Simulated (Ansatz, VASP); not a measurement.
# One calculation of Ag, two programs

```
Ag
1.0
     0.00000    2.04275    2.04275
     2.04275    0.00000    2.04275
     2.04275    2.04275    0.00000
Ag
1
Cartesian
  0.0000 0.0000 0.0000
```

Alike in both runs: task single point; functional PBE; k mesh 11 × 11 × 11; occupations gaussian, width 0.013 eV; no spin polarisation.

|  | VASP | Ansatz |
| --- | --- | --- |
| version | VASP 6.6.1 | Ansatz 0.2.0 |
| potentials or method | VASP PAW PBE potentials, release 64 (Ag), cutoff 520 eV | all-electron LAPW, scalar-relativistic |

Ansatz gave:

```
gap on the k mesh at the Fermi level (eV) : none
pressure (GPa)                            : 4.3
```

Which values does VASP return?

gap on the k mesh at the Fermi level (eV): none; pressure (GPa): 4.1.

A gap of «none» marks a metal or a gap that the smearing closes. Ansatz ran all-electron here, so the differences hold the error of VASP's frozen core and of both bases.
